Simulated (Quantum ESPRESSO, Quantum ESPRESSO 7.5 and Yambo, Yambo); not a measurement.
## Quasiparticle gap of AlAs (F-43m) in Yambo

How does a plane-wave GW calculation on AlAs (F-43m) run from the first input to the gap?

Main program and level: Quantum ESPRESSO 7.5 and Yambo 5.3.0; PBE and many-body steps on it, plane waves.

**The experiments to reproduce.**

- Gap 3.018 eV: lowest direct gap at Gamma; earlier measurement quoted from literature, technique not stated; 300 K; bulk crystal (pure AlAs, literature value used as model input) (quoted in “Simultaneous Measurement of Mid-Infrared Refractive Indices in Thin-Film Heterostructures: Methodology and Results for GaAs/AlGaAs”, 2023, arxiv:2301.08293).

### Step 1. Set-up

Symmetry: F-43m, No. 216, cubic system. Conventional cell: a = 5.661 Å, b = 5.661 Å, c = 5.661 Å, α = 90.00°, β = 90.00°, γ = 90.00°. Al has 4 As at 2.45 Å nearest. Nearest to As lie 4 Al at 2.45 Å. Farther neighbours are not listed.

The cell and positions come from the Crystallography Open Database and are kept as given unless a step says otherwise.

### Step 2. Ground state

This step: Quantum ESPRESSO 7.5; DFT, PBE, plane waves, norm-conserving pseudopotentials.

The ground-state density comes first.

pw.in reads:

```
&control
  calculation = 'scf'
  prefix = 'x'
  outdir = 'o'
  pseudo_dir = 'pseudo'
/
&system
  ibrav = 0
  nat = 2
  ntyp = 2
  ecutwfc = 100.0
  nbnd = 18
  force_symmorphic = .true.
/
&electrons
  conv_thr = 1e-10
  electron_maxstep = 80
  mixing_beta = 0.5
/
ATOMIC_SPECIES
  Al 26.982 Al.upf
  As 74.922 As.upf
CELL_PARAMETERS angstrom
  0.0000000000 2.8304000000 2.8304000000
  2.8304000000 0.0000000000 2.8304000000
  2.8304000000 2.8304000000 -0.0000000000
ATOMIC_POSITIONS crystal
  Al 0.0000000000 0.0000000000 0.0000000000
  As 0.2500000000 0.2500000000 0.2500000000
K_POINTS automatic
  6 6 6 0 0 0
```

Run with:

```bash
OMP_NUM_THREADS=1 mpirun -n 4 pw.x -nk 4 -in pw.in > pw.out
```

The program printed:

```text
Program PWSCF v.7.5 starts

     This program is part of the open-source Quantum ESPRESSO suite
     for quantum simulation of materials; please cite
         "P. Giannozzi et al., J. Phys.:Condens. Matter 21 395502 (2009);
         "P. Giannozzi et al., J. Phys.:Condens. Matter 29 465901 (2017);
         "P. Giannozzi et al., J. Chem. Phys. 152 154105 (2020);
     in publications or presentations arising from this work. More details at
     Message from routine setup:
     using ibrav=0 with symmetry is DISCOURAGED, use correct ibrav instead

     G-vector sticks info

     bravais-lattice index     =            0
     lattice parameter (alat)  =       7.5642  a.u.
     unit-cell volume          =     306.0343 (a.u.)^3
     number of atoms/cell      =            2
     number of atomic types    =            2
     number of electrons       =        26.00
     number of Kohn-Sham states=           18
     kinetic-energy cutoff     =     100.0000  Ry
     charge density cutoff     =     400.0000  Ry
     scf convergence threshold =      1.0E-10
     mixing beta               =       0.5000
     number of iterations used =            8  plain     mixing
     Exchange-correlation= PBE
                           (   1   4   3   4   0   0   0)

     celldm(1)=   7.564177  celldm(2)=   0.000000  celldm(3)=   0.000000
     celldm(4)=   0.000000  celldm(5)=   0.000000  celldm(6)=   0.000000

     crystal axes: (cart. coord. in units of alat)
               a(1) = (   0.000000   0.707107   0.707107 )
               a(2) = (   0.707107   0.000000   0.707107 )
               a(3) = (   0.707107   0.707107  -0.000000 )

     reciprocal axes: (cart. coord. in units 2 pi/alat)
               b(1) = ( -0.707107  0.707107  0.707107 )
               b(2) = (  0.707107 -0.707107  0.707107 )
               b(3) = (  0.707107  0.707107 -0.707107 )
     Pseudo is Norm-conserving + core correction, Zval =  3.0
     Generated using ONCVPSP code by D. R. Hamann
     Using radial grid of 1876 points,  6 beta functions with:
     Pseudo is Norm-conserving + core correction, Zval = 23.0
     Generated using ONCVPSP code by D. R. Hamann
     Using radial grid of 1358 points,  6 beta functions with:
     Al                3.00    26.98200     Al( 1.00)
     As               23.00    74.92200     As( 1.00)

     24 Sym. Ops. (no inversion) found

   Cartesian axes

     site n.     atom                  positions (alat units)
         1        Al     tau(   1) = (   0.0000000   0.0000000   0.0000000  )
         2        As     tau(   2) = (   0.3535534   0.3535534   0.3535534  )

     number of k points=    16
                       cart. coord. in units 2pi/alat
        k(    1) = (   0.0000000   0.0000000   0.0000000), wk =   0.0092593
        k(    2) = (   0.1178511   0.1178511  -0.1178511), wk =   0.0740741
        k(    3) = (   0.2357023   0.2357023  -0.2357023), wk =   0.0740741
        k(    4) = (  -0.3535534  -0.3535534   0.3535534), wk =   0.0370370
        k(    5) = (   0.2357023   0.0000000  -0.0000000), wk =   0.0555556
        k(    6) = (   0.3535534   0.1178511  -0.1178511), wk =   0.2222222
        k(    7) = (  -0.2357023  -0.4714045   0.4714045), wk =   0.2222222
        k(    8) = (  -0.1178511  -0.3535534   0.3535534), wk =   0.2222222
        k(    9) = (   0.0000000  -0.2357023   0.2357023), wk =   0.1111111
        k(   10) = (   0.4714045   0.0000000  -0.0000000), wk =   0.0555556
     [... 4 further rows ...]
        k(   15) = (  -0.1178511  -0.3535534   0.5892557), wk =   0.2222222
        k(   16) = (  -0.7071068   0.2357023   0.0000000), wk =   0.1111111

     Dense  grid:    41151 G-vectors     FFT dimensions: (  50,  50,  50)

     Initial potential from superposition of free atoms

     starting charge      25.9973, renormalised to      26.0000
     Starting wfcs are   17 randomized atomic wfcs +    1 random wfcs

     per-process dynamical memory:    36.4 Mb

     Self-consistent Calculation

     iteration #  1     ecut=   100.00 Ry     beta= 0.50

     Threshold (ethr) on eigenvalues was too large:
     Diagonalizing with lowered threshold

     total energy              =    -615.20921672 Ry
     estimated scf accuracy    <       0.06450245 Ry

     iteration #  2     ecut=   100.00 Ry     beta= 0.50

     total energy              =    -615.21501088 Ry
     estimated scf accuracy    <       0.00705633 Ry

     iteration #  3     ecut=   100.00 Ry     beta= 0.50

     total energy              =    -615.21522715 Ry
     estimated scf accuracy    <       0.00092289 Ry

     iteration #  4     ecut=   100.00 Ry     beta= 0.50

     total energy              =    -615.21526711 Ry
     estimated scf accuracy    <       0.00002704 Ry

     iteration #  5     ecut=   100.00 Ry     beta= 0.50

     total energy              =    -615.21527209 Ry
     estimated scf accuracy    <       0.00000430 Ry

     iteration #  6     ecut=   100.00 Ry     beta= 0.50

     total energy              =    -615.21527314 Ry
     estimated scf accuracy    <       0.00000011 Ry

     iteration #  7     ecut=   100.00 Ry     beta= 0.50

     total energy              =    -615.21527315 Ry
     estimated scf accuracy    <       0.00000004 Ry

     iteration #  8     ecut=   100.00 Ry     beta= 0.50

     total energy              =    -615.21527316 Ry
     estimated scf accuracy    <          4.5E-09 Ry

     iteration #  9     ecut=   100.00 Ry     beta= 0.50

     End of self-consistent calculation

          k = 0.0000 0.0000 0.0000 (  5065 PWs)   bands (ev):

  -176.9880-120.3708-120.3708-120.3708 -27.3877 -27.3877 -27.3877 -27.3771
   -27.3771  -4.8705   6.9991   6.9991   6.9991   9.0493  11.2909  11.2909
    11.2909  16.0431

          k = 0.1179 0.1179-0.1179 (  5125 PWs)   bands (ev):

  -176.9880-120.3708-120.3708-120.3708 -27.3876 -27.3874 -27.3874 -27.3771
   -27.3771  -4.6027   4.9035   6.7361   6.7361   9.8228  11.7273  11.7273
    12.1970  15.2544

          k = 0.2357 0.2357-0.2357 (  5159 PWs)   bands (ev):

  -176.9880-120.3708-120.3708-120.3708 -27.3874 -27.3870 -27.3870 -27.3770
   -27.3770  -3.9251   2.5094   6.3357   6.3357   9.3686  11.8658  11.8658
    14.5041  16.0682

          k =-0.3536-0.3536 0.3536 (  5168 PWs)   bands (ev):

     [... further k-points ...]

     highest occupied, lowest unoccupied level (ev):     6.9991    8.4373

!    total energy              =    -615.21527316 Ry
     estimated scf accuracy    <          9.7E-12 Ry

     The total energy is the sum of the following terms:
     one-electron contribution =    -601.97546750 Ry
     hartree contribution      =     285.19499541 Ry
     xc contribution           =     -57.50408890 Ry
     ewald contribution        =    -240.93071217 Ry

     convergence has been achieved in   9 iterations

     XML data file, charge density, pseudopotentials, collected wavefunctions

=------------------------------------------------------------------------------=
   JOB DONE.
=------------------------------------------------------------------------------=
```

Elapsed: 7.9 s, on 4 MPI ranks of Arm Neoverse V1, shared host; peak memory 0.34 GiB; 32 s of CPU time.

This step gave:

* total energy: -8370.4302 eV
* gap: 1.438 eV
* k of the valence top: 0, 0, 0
* k of the conduction bottom: 0, -0.5, -0.5
* least direct gap: 2.050 eV

The gap is indirect, with the least direct gap 0.61 eV higher.

### Step 3. Bands along the symmetry lines

The cheap functional maps the bands first; the places of the edges decide which points the dearer methods must see.

pw.in reads:

```
&control
  calculation = 'bands'
  prefix = 'x'
  outdir = 'o'
  pseudo_dir = 'pseudo'
/
&system
  ibrav = 0
  nat = 2
  ntyp = 2
  ecutwfc = 100.0
  nbnd = 19
  force_symmorphic = .true.
/
&electrons
  conv_thr = 1e-9
  electron_maxstep = 80
  diago_full_acc = .true.
  diago_thr_init = 5e-6
/
ATOMIC_SPECIES
  Al 26.982 Al.upf
  As 74.922 As.upf
CELL_PARAMETERS angstrom
  0.0000000000 2.8304000000 2.8304000000
  2.8304000000 0.0000000000 2.8304000000
  2.8304000000 2.8304000000 -0.0000000000
ATOMIC_POSITIONS crystal
  Al 0.0000000000 0.0000000000 0.0000000000
  As 0.2500000000 0.2500000000 0.2500000000
K_POINTS crystal
  50
  0.00000000 0.00000000 0.00000000 1
  -0.06250000 -0.06250000 0.00000000 1
  -0.12500000 -0.12500000 0.00000000 1
  -0.18750000 -0.18750000 0.00000000 1
  -0.25000000 -0.25000000 0.00000000 1
  -0.31250000 -0.31250000 0.00000000 1
  -0.37500000 -0.37500000 0.00000000 1
  -0.43750000 -0.43750000 0.00000000 1
  -0.50000000 -0.50000000 0.00000000 1
  -0.48437500 -0.48437500 0.03125000 1
  -0.46875000 -0.46875000 0.06250000 1
  -0.45312500 -0.45312500 0.09375000 1
  -0.43750000 -0.43750000 0.12500000 1
  -0.42187500 -0.42187500 0.15625000 1
  -0.40625000 -0.40625000 0.18750000 1
  -0.39062500 -0.39062500 0.21875000 1
  -0.37500000 -0.37500000 0.25000000 1
  -0.37500000 0.00000000 0.37500000 1
  -0.32812500 0.00000000 0.32812500 1
  -0.28125000 0.00000000 0.28125000 1
  -0.23437500 0.00000000 0.23437500 1
  -0.18750000 0.00000000 0.18750000 1
  -0.14062500 0.00000000 0.14062500 1
  -0.09375000 0.00000000 0.09375000 1
  -0.04687500 0.00000000 0.04687500 1
  0.00000000 0.00000000 0.00000000 1
  0.00000000 0.00000000 0.06250000 1
  0.00000000 0.00000000 0.12500000 1
  0.00000000 0.00000000 0.18750000 1
  0.00000000 0.00000000 0.25000000 1
  0.00000000 0.00000000 0.31250000 1
  0.00000000 0.00000000 0.37500000 1
  0.00000000 0.00000000 0.43750000 1
  -0.00000000 -0.00000000 0.50000000 1
  -0.06250000 -0.03125000 0.46875000 1
  -0.12500000 -0.06250000 0.43750000 1
  -0.18750000 -0.09375000 0.40625000 1
  -0.25000000 -0.12500000 0.37500000 1
  -0.31250000 -0.15625000 0.34375000 1
  -0.37500000 -0.18750000 0.31250000 1
  -0.43750000 -0.21875000 0.28125000 1
  -0.50000000 -0.25000000 0.25000000 1
  -0.50000000 -0.28125000 0.21875000 1
  -0.50000000 -0.31250000 0.18750000 1
  -0.50000000 -0.34375000 0.15625000 1
  -0.50000000 -0.37500000 0.12500000 1
  -0.50000000 -0.40625000 0.09375000 1
  -0.50000000 -0.43750000 0.06250000 1
  -0.50000000 -0.46875000 0.03125000 1
  -0.50000000 -0.50000000 0.00000000 1
```

The program printed:

```text
[banner, memory and clock lines left out]
Program PWSCF v.7.5 starts

     Atomic positions and unit cell read from directory:
     o/x.save/

     Message from routine setup:
     using ibrav=0 with symmetry is DISCOURAGED, use correct ibrav instead

     G-vector sticks info

     bravais-lattice index     =            0
     lattice parameter (alat)  =       7.5642  a.u.
     unit-cell volume          =     306.0343 (a.u.)^3
     number of atoms/cell      =            2
     number of atomic types    =            2
     number of electrons       =        26.00
     number of Kohn-Sham states=           19
     kinetic-energy cutoff     =     100.0000  Ry
     charge density cutoff     =     400.0000  Ry
     Exchange-correlation= PBE
                           (   1   4   3   4   0   0   0)

     celldm(1)=   7.564177  celldm(2)=   0.000000  celldm(3)=   0.000000
     celldm(4)=   0.000000  celldm(5)=   0.000000  celldm(6)=   0.000000

     crystal axes: (cart. coord. in units of alat)
               a(1) = (   0.000000   0.707107   0.707107 )
               a(2) = (   0.707107   0.000000   0.707107 )
               a(3) = (   0.707107   0.707107  -0.000000 )

     reciprocal axes: (cart. coord. in units 2 pi/alat)
               b(1) = ( -0.707107  0.707107  0.707107 )
               b(2) = (  0.707107 -0.707107  0.707107 )
               b(3) = (  0.707107  0.707107 -0.707107 )
     Pseudo is Norm-conserving + core correction, Zval =  3.0
     Generated using ONCVPSP code by D. R. Hamann
     Using radial grid of 1876 points,  6 beta functions with:
     Pseudo is Norm-conserving + core correction, Zval = 23.0
     Generated using ONCVPSP code by D. R. Hamann
     Using radial grid of 1358 points,  6 beta functions with:
     Al                3.00    26.98200     Al( 1.00)
     As               23.00    74.92200     As( 1.00)

     24 Sym. Ops. (no inversion) found

   Cartesian axes

     site n.     atom                  positions (alat units)
         1        Al     tau(   1) = (   0.0000000   0.0000000   0.0000000  )
         2        As     tau(   2) = (   0.3535534   0.3535534   0.3535534  )

     number of k points=    50
                       cart. coord. in units 2pi/alat
        k(    1) = (   0.0000000   0.0000000   0.0000000), wk =   0.0400000
        k(    2) = (   0.0000000   0.0000000  -0.0883883), wk =   0.0400000
        k(    3) = (   0.0000000   0.0000000  -0.1767767), wk =   0.0400000
[...]
[... 38 further rows ...]
        k(   49) = (   0.0441942  -0.0000000  -0.7071068), wk =   0.0400000
        k(   50) = (   0.0000000   0.0000000  -0.7071068), wk =   0.0400000

     Dense  grid:    41151 G-vectors     FFT dimensions: (  50,  50,  50)

     The potential is recalculated from file :
     o/x.save/charge-density

     Starting wfcs are   17 randomized atomic wfcs +    2 random wfcs

     Band Structure Calculation

     End of band structure calculation

          k = 0.0000 0.0000 0.0000 (  5065 PWs)   bands (ev):

  -176.9881-120.3709-120.3709-120.3709 -27.3877 -27.3877 -27.3877 -27.3771
   -27.3771  -4.8705   6.9991   6.9991   6.9991   9.0493  11.2909  11.2909
    11.2909  16.0428  16.0432

          k = 0.0000 0.0000-0.0884 (  5101 PWs)   bands (ev):

  -176.9881-120.3709-120.3709-120.3709 -27.3877 -27.3877 -27.3877 -27.3772
   -27.3771  -4.8189   6.5121   6.8545   6.8545   9.5625  11.1013  11.5139
    11.5139  15.4182  16.1124

          k = 0.0000 0.0000-0.1768 (  5109 PWs)   bands (ev):

  -176.9881-120.3709-120.3709-120.3709 -27.3878 -27.3874 -27.3874 -27.3772
   -27.3770  -4.6665   5.6198   6.5003   6.5003  10.4623  10.6504  12.1006
    12.1006  14.3969  16.3194

          k =-0.0000 0.0000-0.2652 (  5141 PWs)   bands (ev):

[...]
k = 0.0000 0.0000-0.3536 (  5105 PWs)   bands (ev):

[...]
k = 0.0000-0.0000-0.4419 (  5157 PWs)   bands (ev):

[...]
k =-0.0000 0.0000-0.5303 (  5173 PWs)   bands (ev):

[...]
k = 0.0000-0.0000-0.6187 (  5169 PWs)   bands (ev):

[...]
k = 0.5303-0.0000-0.5303 (  5174 PWs)   bands (ev):

[...]
k = 0.0000 0.0000 0.0000 (  5065 PWs)   bands (ev):

[...]
k = 0.1326 0.0000-0.7071 (  5176 PWs)   bands (ev):

[...]
k = 0.0884-0.0000-0.7071 (  5176 PWs)   bands (ev):

[...]
k = 0.0442-0.0000-0.7071 (  5158 PWs)   bands (ev):

  -176.9881-120.3709-120.3709-120.3709 -27.3885 -27.3858 -27.3858 -27.3777
   -27.3763  -2.9038   1.5835   4.7832   4.7937   8.5135   9.3785  17.1099
    17.2964  18.4225  19.5631

          k = 0.0000 0.0000-0.7071 (  5138 PWs)   bands (ev):

  -176.9881-120.3709-120.3709-120.3709 -27.3885 -27.3858 -27.3858 -27.3777
   -27.3762  -2.9050   1.5733   4.8259   4.8259   8.4373   9.2999  17.3240
    17.3240  18.7653  19.6598

     XML data file, pseudopotentials, collected wavefunctions
```

Elapsed: 6.7 s, on 4 MPI ranks; peak memory 0.3 GiB.

This step gave:

| Quantity | Value |
| --- | --- |
| gap | 1.438 eV |
| k of the valence top | 0, 0, 0 |
| k of the conduction bottom | -0.5, -0.5, 0 |
| least direct gap | 2.050 eV |

The gap is 1.438 eV, as in the run before at this level.

Electronic bands along the path, in eV, zero at the top of the highest filled band:

```tsv
point	band 10	band 11	band 12	band 13	band 14	band 15	band 16	band 17
Γ	-11.87	0.00	0.00	0.00	2.05	4.29	4.29	4.29
halfway	-11.09	-3.21	-1.34	-1.34	2.59	3.78	6.84	6.84
X	-9.90	-5.43	-2.17	-2.17	1.44	2.30	10.32	10.32
halfway	-9.90	-5.35	-2.71	-2.08	1.80	3.03	9.53	9.58
U	-9.93	-5.17	-3.41	-1.80	2.24	4.98	8.18	8.33
jump to K	-9.93	-5.17	-3.41	-1.80	2.24	4.98	8.18	8.33
halfway	-11.03	-3.68	-2.00	-0.46	3.71	4.97	5.18	5.93
Γ	-11.87	0.00	0.00	0.00	2.05	4.29	4.29	4.29
halfway	-11.29	-3.38	-0.48	-0.48	2.62	4.92	4.92	6.46
L	-10.45	-5.57	-0.82	-0.82	2.14	4.69	4.69	7.76
halfway	-10.19	-5.26	-2.69	-1.54	3.67	4.25	6.68	7.66
W	-9.87	-5.08	-3.18	-2.82	4.33	5.65	5.71	6.07
halfway	-9.89	-5.28	-2.69	-2.54	2.50	3.41	8.13	8.86
X	-9.90	-5.43	-2.17	-2.17	1.44	2.30	10.32	10.32
```

The electronic bands as a text plot (rows in eV, shown from -8.0 to 6.9 only):

```
    6.6 |    +++           +++              +         ++++ ++
    6.0 |    +              +++++++                  +   +++
    5.3 |  ++                 +++  ++      +        +    + +
    4.7 | +              ++     ++++++   +++++++++++   ++   +
    4.1 |++  +                     ++++++           ++++++++
    3.5 |  ++ ++++      +     +++++++                ++     ++
    2.9 | +  +++  +    +   +++       +   ++++       +         ++
    2.2 |+      ++ ++++  ++           +++    +++++++         ++ +
    1.6 |         +++++++                                      ++
    1.0 |
    0.4 |
   -0.2 |****                   *************
   -0.9 |    *              ****   ***       ********
   -1.5 |  ** ****         *     ****    **         ***
   -2.1 |    *    *********     *                    * **     ***
   -2.7 |              **     ** **        *          *  ******
   -3.3 |     **         *****              *          *****
   -4.0 |       **              *            **
   -4.6 |         *         ****
   -5.2 |          *********                   **   *************
   -5.8 |                                        ***
   -6.4 |
   -7.1 |
   -7.7 |
         Γ           X  U|K            Γ         L        W     X
```

(Part 1 of 3 ends here.)

[Paths, hosts, dates, memory and timing lines, banners, echoed tables and standing remarks are left out of the program output.]

[Logs are printed without paths, hosts, clocks, repeated set-up lines and the standing remarks that a program may print on its own settings, such as how far it seeks lower states.]

[Runs of the session that timed out or met a known fault of the program may be left out.]

[Hosts, paths, dates, database ids (printed as entryN), source tags and the programs' standing remarks are cut or masked in the printed files.]
